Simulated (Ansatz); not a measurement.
# BAs (F-43m) in Ansatz: notebook, part 2 of 2

Ansatz 0.2.0. Earlier steps stand in the parts before.

**3. Single point, r2SCAN-EpsX, 12.81 Å³/atom (volume scaled by 0.94)**

input.yaml

```yaml
crystal:
  lattice:
    - [0.0, 2.3397414207, 2.3397414207]
    - [2.3397414207, 0.0, 2.3397414207]
    - [2.3397414207, 2.3397414207, 0.0]
  atoms:
    - { symbol: As, position: [0.75, 0.75, 0.75] }
    - { symbol: B, position: [0.0, 0.0, 0.0] }
hamiltonian:
  xc:
    exchange: r2scan
    correlation: r2scan
    exx: { coeff: inverse_dielectric }
  pseudopotentials: { kind: paw }
kpoints:
  mp_grid: { grid: [5, 5, 5] }
scf:
  occupations: { method: fermi_dirac, width: 0.05 }
output:
  forces: true
  stress: true
  eigenvalues: true
```

Potentials or basis: Ansatz PAW.

On the command line:

```
> ansatz run input.yaml --threads 2 --pin off --max-ram 5632MiB --backend cpu --events-out ev --progress --plain --runs-dir out
```

Output:

```text
Warning: output.stress: scf.convergence.dr2_threshold = 1e-7 eV (the SCF's general default) is looser than the 2e-10 eV advised for a printed stress (1e-10 eV for each atom of the cell: 2). What an SCF threshold leaves in a stress goes as its square root, and in the free energy as the threshold itself, and one threshold admits the most on a small cell: of the crystals measured, under no hybrid functional and no lock of the moments, on runs that ended without the residual-converged pass, on stresses that held no estimate of that error, the worst erred by over 100 MPa in a component at 1e-7 eV an atom and by under 5 at 1e-10. Set scf.convergence.dr2_threshold to 2e-10 eV or tighter. The threshold is an SCF's pass mark: one that does not reach it within its budget of iterations ends unconverged, or closes short of it on a stop that the run arms, and scf.convergence.dr2_threshold's page says what that costs each kind of run
Warning: output.stress: scf.exx.energy_threshold = 1e-6 eV is looser than the 2e-8 eV advised for a stress under a hybrid functional (1e-8 eV for each atom of the cell: 2). Every SCF of the exchange loop can meet its threshold on dr2 while the loop round them stops early: no threshold on dr2 bounds what that leaves in the stress. Set scf.exx.energy_threshold to 2e-8 eV or tighter. The threshold is the loop's pass mark: a loop that does not reach it within its budget of cycles ends unconverged, and scf.exx.energy_threshold's page has the law
Warning: RAYON_NUM_THREADS=2 ignored (pool sized by the plan → 2); use --threads N
the fraction of exact exchange is that of a crystal of As1B1
Engine: ansatz 0.2.0, aarch64-unknown-linux-gnu
Pseudopotentials: kind: paw
Pseudopotential: As, paw, valence charge 15, recommended cutoff 500 eV (meta_gga), As.paw.azcp
Pseudopotential: B, paw, valence charge 3, recommended cutoff 500 eV (meta_gga), B.paw.azcp
Functional definition: unnamed
  parameter a_1 = 0.25
  exchange = (1 - a_1)*r2scan_x + a_1*exact_x
  correlation = r2scan_c
  a weight of exact exchange comes from the crystal, and the text's number only plans the run
Solving k-mesh 4×4×4 for the fraction of exact exchange
ε∞ on k-mesh 4×4×4 of a primitive cell, without crystal.supercell, crystal.defects and total_charge: xx 9.1035, yy 9.1035, zz 9.1035; 3/Tr ε∞, of that cell with its empty space = 0.10984780746847769; solved inside the basis of its states, on 6×6×6 points, each entry to 0.0321, at a least direct gap of 3.503 eV
[... 58 lines left out ...]
  E_vxc        = -113.834872  (∫ρ·V_xc dr)
  E_exx        = -32.697435  (= α·E_x^exact, valence–valence)
  E_paw        = -1906.284896  (= ΣΔE_a)
  E_vpaw       = 245.832130  (= ΣTr[D̂ρ^β])
  E_aug_tail   = -0.000007  (compensation charges beyond the density's cutoff)
  E_vtau       = 5.237386  (kinetic-family band-sum trace: ∫τ·v_τ [+ j·A + Jᵃ·Aᵃ] dr)
  E_ewald      = -1761.738944
  E_core_change = -1.605710  (= ΣΔE_core)
  E_smearing   = -0.000000  (= −TS)
  E_closure    = -0.000000  (closes the sum)
  Σ components = -5020.880237   (vs F -5020.880237, Δ=-9.09e-13)
--- Forces (eV/Å), atoms counted from 1 ---
  atom   1  As    -0.00000000     0.00000000    -0.00000000
  atom   2  B     -0.00000000     0.00000000     0.00000000
  max |Σ_I F_I| component: 6.03e-16 eV/Å
--- Stress (GPa, compression-positive) ---
        9.901763      -0.000000      -0.000000
        0.000000       9.901763       0.000000
       -0.000000       0.000000       9.901763
  P = ⅓ Tr σ = 9.9018 GPa (99.018 kbar)
--- Band table (eV; the first three rows and the last of 10) ---
  k-point 0: bands = ["-26.4064", "-26.4064", "-26.4064", "-26.3701", "-26.3701", "-5.6108", "11.7837", "11.7837", "11.7837", "15.9148", "15.9148", "15.9148", "18.4878"]
  k-point 1: bands = ["-26.4048", "-26.4027", "-26.4027", "-26.3697", "-26.3697", "-4.8639", "7.5251", "10.7580", "10.7580", "16.2258", "17.2108", "17.2108", "20.8464"]
  k-point 2: bands = ["-26.4022", "-26.3982", "-26.3982", "-26.3676", "-26.3676", "-2.8826", "2.6962", "9.7793", "9.7793", "15.8291", "17.6222", "17.6222", "22.2456"]
  k-point 9: bands = ["-26.4039", "-26.3946", "-26.3865", "-26.3738", "-26.3657", "-1.2317", "3.0766", "5.4459", "6.9413", "17.2896", "18.2987", "19.3034", "23.4162"]
```

Run time: 23 s. Hardware: 2 threads of Arm Neoverse V2, shared host; peak memory 0.79 GiB.

Results:

```yaml
Free_energy: -5020.8802 eV
Pressure: 9.9 GPa
Band_gap_on_the_k_mesh: 1.84 eV, indirect (least direct gap 4.13 eV)
Share_of_exact_exchange: 0.110
```

Caveat: the k mesh is coarse (spacing up to 0.47 Å⁻¹), so the values aren't converged, least of all with exact exchange; odd divisions of the mesh miss points on the zone boundary, where band edges often lie, so the gap on the mesh can be too wide; the PAW data sets come from PBE, with cores solved anew for the run's functional, which leaves a small shift of forces and pressure; the thresholds are loose for stress.

**4. Single point, r2SCAN-EpsX, 13.08 Å³/atom (volume scaled by 0.96)**

Changes to input.yaml since step 3:

```diff
@@ -2,5 +2,5 @@
   lattice:
-    - [0.0, 2.3397414207, 2.3397414207]
-    - [2.3397414207, 0.0, 2.3397414207]
-    - [2.3397414207, 2.3397414207, 0.0]
+    - [0.0, 2.3562190158, 2.3562190158]
+    - [2.3562190158, 0.0, 2.3562190158]
+    - [2.3562190158, 2.3562190158, 0.0]
   atoms:
```

On the command line:

```
> ansatz run input.yaml --threads 2 --pin off --max-ram 5632MiB --backend cpu --events-out ev --progress --plain --runs-dir out
```

Wall time 20 s (2 threads of Arm Neoverse V2, shared host); peak memory 0.79 GiB.

Results (log left out):

* Free energy: -5020.9098 eV
* Pressure: 6.2 GPa
* Band gap on the k mesh: 1.86 eV, indirect (least direct gap 4.10 eV)
* Share of exact exchange: 0.109

Caveat: the k mesh is coarse (spacing up to 0.46 Å⁻¹), so the values aren't converged, least of all with exact exchange; odd divisions of the mesh miss points on the zone boundary, where band edges often lie, so the gap on the mesh can be too wide; the PAW data sets come from PBE, with cores solved anew for the run's functional, which leaves a small shift of forces and pressure; the thresholds are loose for stress.

**5. Single point, r2SCAN-EpsX, 13.35 Å³/atom (volume scaled by 0.98)**

Changes to input.yaml since step 4:

```diff
@@ -2,5 +2,5 @@
   lattice:
-    - [0.0, 2.3562190158, 2.3562190158]
-    - [2.3562190158, 0.0, 2.3562190158]
-    - [2.3562190158, 2.3562190158, 0.0]
+    - [0.0, 2.3724693156, 2.3724693156]
+    - [2.3724693156, 0.0, 2.3724693156]
+    - [2.3724693156, 2.3724693156, 0.0]
   atoms:
```

On the command line:

```
> ansatz run input.yaml --threads 2 --pin off --max-ram 5632MiB --backend cpu --events-out ev --progress --plain --runs-dir out
```

Run time: 20 s. Hardware: 2 threads of Arm Neoverse V2, shared host; peak memory 0.79 GiB.

The run converged. Its results:

```
Free energy             : -5020.9275 eV
Pressure                : 2.8 GPa
Band gap on the k mesh  : 1.88 eV, indirect (least direct gap 4.07 eV)
Share of exact exchange : 0.108
```

Caveat: the k mesh is coarse (spacing up to 0.46 Å⁻¹), so the values aren't converged, least of all with exact exchange; odd divisions of the mesh miss points on the zone boundary, where band edges often lie, so the gap on the mesh can be too wide; the PAW data sets come from PBE, with cores solved anew for the run's functional, which leaves a small shift of forces and pressure; the thresholds are loose for stress.

**6. Single point, r2SCAN-EpsX, 13.63 Å³/atom**

Changes to input.yaml since step 5:

```diff
@@ -2,5 +2,5 @@
   lattice:
-    - [0.0, 2.3724693156, 2.3724693156]
-    - [2.3724693156, 0.0, 2.3724693156]
-    - [2.3724693156, 2.3724693156, 0.0]
+    - [0.0, 2.3885, 2.3885]
+    - [2.3885, 0.0, 2.3885]
+    - [2.3885, 2.3885, 0.0]
   atoms:
```

Potentials or basis: Ansatz PAW.

On the command line:

```
> ansatz run input.yaml --threads 2 --pin off --max-ram 5632MiB --backend cpu --events-out ev --progress --plain --runs-dir out
```

It took 20 s on 2 threads of Arm Neoverse V2, shared host; peak memory 0.79 GiB.

The run converged. Its results:

```yaml
Free_energy: -5020.9346 eV
Pressure: -0.2 GPa
Band_gap_on_the_k_mesh: 1.90 eV, indirect (least direct gap 4.04 eV)
Share_of_exact_exchange: 0.108
```

Caveat: the k mesh is coarse (spacing up to 0.46 Å⁻¹), so the values aren't converged, least of all with exact exchange; odd divisions of the mesh miss points on the zone boundary, where band edges often lie, so the gap on the mesh can be too wide; the PAW data sets come from PBE, with cores solved anew for the run's functional, which leaves a small shift of forces and pressure; the thresholds are loose for stress.

**7. Single point, r2SCAN-EpsX, 13.90 Å³/atom (volume scaled by 1.02)**

Changes to input.yaml since step 6:

```diff
@@ -2,5 +2,5 @@
   lattice:
-    - [0.0, 2.3885, 2.3885]
-    - [2.3885, 0.0, 2.3885]
-    - [2.3885, 2.3885, 0.0]
+    - [0.0, 2.4043183418, 2.4043183418]
+    - [2.4043183418, 0.0, 2.4043183418]
+    - [2.4043183418, 2.4043183418, 0.0]
   atoms:
@@ -22 +22,5 @@
   eigenvalues: true
+  write_density: true
+  write_potential: true
+  elf: true
+  volumetric_format: npy
```

On the command line:

```
> ansatz run input.yaml --threads 2 --pin off --max-ram 5632MiB --backend cpu --events-out ev --progress --plain --runs-dir out
```

Run time: 21 s. Hardware: 2 threads of Arm Neoverse V2, shared host; peak memory 0.81 GiB.

It converged, with:

- Free energy: -5020.9319 eV
- Pressure: -3.0 GPa
- Band gap on the k mesh: 1.91 eV, indirect (least direct gap 4.01 eV)
- Share of exact exchange: 0.107

Caveat: the k mesh is coarse (spacing up to 0.45 Å⁻¹), so the values aren't converged, least of all with exact exchange; odd divisions of the mesh miss points on the zone boundary, where band edges often lie, so the gap on the mesh can be too wide; the PAW data sets come from PBE, with cores solved anew for the run's functional, which leaves a small shift of forces and pressure; the thresholds are loose for stress.

**8. Single point, r2SCAN-EpsX, 14.17 Å³/atom (volume scaled by 1.04)**

Changes to input.yaml since step 7:

```diff
@@ -2,5 +2,5 @@
   lattice:
-    - [0.0, 2.4043183418, 2.4043183418]
-    - [2.4043183418, 0.0, 2.4043183418]
-    - [2.4043183418, 2.4043183418, 0.0]
+    - [0.0, 2.419931236, 2.419931236]
+    - [2.419931236, 0.0, 2.419931236]
+    - [2.419931236, 2.419931236, 0.0]
   atoms:
```

On the command line:

```
> ansatz run input.yaml --threads 2 --pin off --max-ram 5632MiB --backend cpu --events-out ev --progress --plain --runs-dir out
```

It took 21 s on 2 threads of Arm Neoverse V2, shared host; peak memory 0.82 GiB.

Results (log left out):

| Item | Value |
| --- | --- |
| Free energy | -5020.9206 eV |
| Pressure | -5.4 GPa |
| Band gap on the k mesh | 1.92 eV, indirect (least direct gap 3.99 eV) |
| Share of exact exchange | 0.106 |

Caveat: the k mesh is coarse (spacing up to 0.45 Å⁻¹), so the values aren't converged, least of all with exact exchange; odd divisions of the mesh miss points on the zone boundary, where band edges often lie, so the gap on the mesh can be too wide; the PAW data sets come from PBE, with cores solved anew for the run's functional, which leaves a small shift of forces and pressure; the thresholds are loose for stress.

**9. Single point, r2SCAN-EpsX, 14.44 Å³/atom (volume scaled by 1.06)**

Changes to input.yaml since step 8:

```diff
@@ -2,5 +2,5 @@
   lattice:
-    - [0.0, 2.419931236, 2.419931236]
-    - [2.419931236, 0.0, 2.419931236]
-    - [2.419931236, 2.419931236, 0.0]
+    - [0.0, 2.4353452264, 2.4353452264]
+    - [2.4353452264, 0.0, 2.4353452264]
+    - [2.4353452264, 2.4353452264, 0.0]
   atoms:
@@ -22,5 +22 @@
   eigenvalues: true
-  write_density: true
-  write_potential: true
-  elf: true
-  volumetric_format: npy
```

Potentials or basis: Ansatz PAW.

On the command line:

```
> ansatz run input.yaml --threads 2 --pin off --max-ram 5632MiB --backend cpu --events-out ev --progress --plain --runs-dir out
```

Wall time 22 s (2 threads of Arm Neoverse V2, shared host); peak memory 0.83 GiB.

Results (log left out):

* Free energy: -5020.9014 eV
* Pressure: -7.7 GPa
* Band gap on the k mesh: 1.94 eV, indirect (least direct gap 3.96 eV)
* Share of exact exchange: 0.105

Caveat: the k mesh is coarse (spacing up to 0.45 Å⁻¹), so the values aren't converged, least of all with exact exchange; odd divisions of the mesh miss points on the zone boundary, where band edges often lie, so the gap on the mesh can be too wide; the PAW data sets come from PBE, with cores solved anew for the run's functional, which leaves a small shift of forces and pressure; the thresholds are loose for stress.

**10. Equation of state, r2SCAN-EpsX**

Potentials or basis: Ansatz PAW.

This step only gathers the single runs of the series.

Results:

| Quantity | Value |
| --- | --- |
| Equilibrium volume | 13.68 Å³/atom |
| Bulk modulus | 139 GPa |
| Pressure derivative of the bulk modulus | 4.2 |

Energy against volume, from the lowest point:
| volume (Å³/atom) | energy (meV/atom) |
| --- | --- |
| 12.809 | 27.16 |
| 13.081 | 12.37 |
| 13.354 | 3.52 |
| 13.626 | 0.00 |
| 13.899 | 1.32 |
| 14.171 | 6.98 |
| 14.444 | 16.57 |

Caveat: the k mesh is coarse (spacing up to 0.46 Å⁻¹), so the values aren't converged, least of all with exact exchange; the PAW data sets were made with another functional, which shifts forces and pressure a little.
